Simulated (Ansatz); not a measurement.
ZnO built on the rocksalt prototype, relaxed with r2SCAN, was run in Ansatz under altered settings. All numbers are computed, without spin polarisation but where a row says otherwise.

```
CELL_PARAMETERS angstrom
0.00000 2.13377 2.13377
2.13377 0.00000 2.13377
2.13377 2.13377 0.00000
ATOMIC_POSITIONS crystal
Zn 0.00000 0.00000 0.00000
O 0.50000 0.50000 0.50000
```

The base run's other keys:
```yaml
kpoints:
  mp_grid: { grid: [4, 4, 4] }
hamiltonian:
  xc: hse06
scf:
  occupations: { method: fixed }
  n_extra_bands: 4
```

It takes 14 iterations with 339 plane waves at 420 eV and 8 k points, and leaves a mean stress of +0.93 GPa. The gap over this mesh is 2.763 eV. It ran on 4 threads of Arm Neoverse V1, on a shared host.

Outcomes, with energy and stress as changes against the base:
```tsv
setting	outcome	ΔF (meV/atom)	Δ mean stress (GPa)	gap on the mesh (eV)	iterations	wall time
scf.exx.max_outer_iter: 1	refused	–	–	–	–	0.67 s
PBE hybrid, exx coeff 0.05, unscreened	converged	–	+5.4	1.433	11	2 s
PBE hybrid, exx coeff 1.0, omega 0.3 1/Å	converged	–	-15.3	7.855	21	3.1 s
PBE hybrid, exx coeff 0.2, unscreened	converged	–	+1.2	2.967	14	2.2 s
scf.occupations: fermi_dirac 4	not converged	–	–	–	23	3.1 s
scf.occupations: methfessel_paxton 4	converged	+325	-4.4	–	20	2.4 s
```
A dash marks a value that wasn't obtained or can't be compared. Stress is positive in compression. The base took 2.4 s.

- scf.exx.max_outer_iter: 1. The input is refused before any iteration. Error: invalid value for `scf.exx.max_outer_iter`: an exchange loop that starts behind the semilocal warm-up accepts no state before cycle 2, and this deck runs one: type 2 or more, or drop the key
- PBE hybrid, exx coeff 0.05, unscreened. That is 5 % exact exchange, at all ranges, against HSE06's 25 % screened at 0.208 1/Å. The mean stress moves by +5.4 GPa and the gap on the mesh by -1.330 eV (to 1.433). Totals of different functionals aren't comparable.
- PBE hybrid, exx coeff 1.0, omega 0.3 1/Å. That is 100 % exact exchange, screened with ω = 0.3 1/Å, against HSE06's 25 % screened at 0.208 1/Å. The mean stress moves by -15.3 GPa and the gap on the mesh by +5.092 eV (to 7.855). Totals of different functionals aren't comparable.
- PBE hybrid, exx coeff 0.2, unscreened. That is 20 % exact exchange, at all ranges, against HSE06's 25 % screened at 0.208 1/Å. The mean stress moves by +1.2 GPa and the gap on the mesh by +0.204 eV (to 2.967). Totals of different functionals aren't comparable.
- scf.occupations: fermi_dirac 4. The iterations end on a state that fails one of the program's checks, so there is no result. Error: refused after 3 iterations: little_group_invariance = 7.57e-2 (threshold 2.00e-3); the state that met every other criterion of the hybrid outer loop has lost the crystal's symmetry and is not regaining it fast enough for `scf.exx.max_outer_iter` (outer cycles, not inner-SCF steps) […]
- scf.occupations: methfessel_paxton 4. The free energy moves by +325 meV an atom, the mean stress by -4.4 GPa and the gap on the mesh by -0.045 eV (to 2.718). The term −TS is +1027 meV an atom, of a sign that arises since this scheme's broadening is partly negative. A width of 4 eV moves electrons across a gap of 2.76 eV: this is no longer the ground state.

The program warns that its thresholds are loose for a hybrid's stress.

The meshes of the hybrids are coarse, so their gaps aren't converged to the digits shown.
